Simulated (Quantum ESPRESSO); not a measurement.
Wanted: the native input for a Quantum ESPRESSO 7.5 run.

```yaml
Task: relaxation of cell and atoms
Functional: PBEsol
Potentials_or_basis: GBRV 1.5 PBEsol
Cutoff: 707 eV
Density_cutoff: 5633 eV
k_mesh: 11 × 11 × 11
Occupations: fermi-dirac, width 0.05 eV
Spin: no spin polarisation
Target_pressure: 10 GPa
Mixing_beta: 0.5
Most_SCF_iterations: 120
SCF_threshold: 2e-10 Ry
Most_ionic_steps: 40
Forc_conv_thr: 0.0004 Ry/bohr
Etot_conv_thr: 1e-05 Ry
Ion_dynamics: bfgs
Cell_dynamics: bfgs
Press_conv_thr: 0.3 kbar
```

The system is Au.

```
Au
1.0
     0.00000    2.03500    2.03500
     2.03500    0.00000    2.03500
     2.03500    2.03500    0.00000
Au
1
Cartesian
  0.0000 0.0000 0.0000
```

The input as run:

pw.in

```
&CONTROL
  calculation = 'vc-relax'
  prefix = 'pwscf'
  outdir = './tmp'
  pseudo_dir = './pseudo'
  tprnfor = .true.
  tstress = .true.
  disk_io = 'low'
  nstep = 40
  forc_conv_thr = 0.0004
  etot_conv_thr = 1d-05
/
&SYSTEM
  ibrav = 0
  A = 2.8779246
  nat = 1
  ntyp = 1
  ecutwfc = 52
  ecutrho = 414
  nbnd = 11
  occupations = 'smearing'
  smearing = 'fd'
  degauss = 0.00367493
/
&ELECTRONS
  conv_thr = 2d-10
  electron_maxstep = 120
  mixing_beta = 0.5
/
&IONS
  ion_dynamics = 'bfgs'
/
&CELL
  cell_dynamics = 'bfgs'
  press = 100
  press_conv_thr = 0.3
/
ATOMIC_SPECIES
Au   196.9666 au_pbesol_v1.uspp.F.UPF
CELL_PARAMETERS alat
   0.0000000000    0.7071067810    0.7071067810
   0.7071067810    0.0000000000    0.7071067810
   0.7071067810    0.7071067810    0.0000000000
ATOMIC_POSITIONS alat
Au     0.0000000000    0.0000000000    0.0000000000
K_POINTS automatic
11 11 11 0 0 0
```

Potentials or basis: GBRV 1.5 PBEsol.

Run with:

```console
$ OMP_NUM_THREADS=1 mpirun -n 2 pw.x -nk 2 -in pw.in > pw.out
```

Results of the run:

```yaml
Relaxed_volume: 16.16 Å³/atom
Relaxed_cell: a = 2.838 Å, b = 2.838 Å, c = 2.838 Å, α = 60.00°, β = 60.00°, γ = 60.00°
Space_group_after_relaxing_to_0.05_Å: Fm-3m (No. 225)
Energy_change_on_relaxing_the_enthalpy_is_what_falls: +23.6 meV/atom
Ionic_steps: 4
Pressure_after_relaxing: 10.0 GPa
Band_gap_on_the_k_mesh: none (metal or under the smearing width)
```

Wall time 22 s on 2 MPI ranks on Arm Neoverse V1 (shared host), peak memory 0.2 GiB a rank.
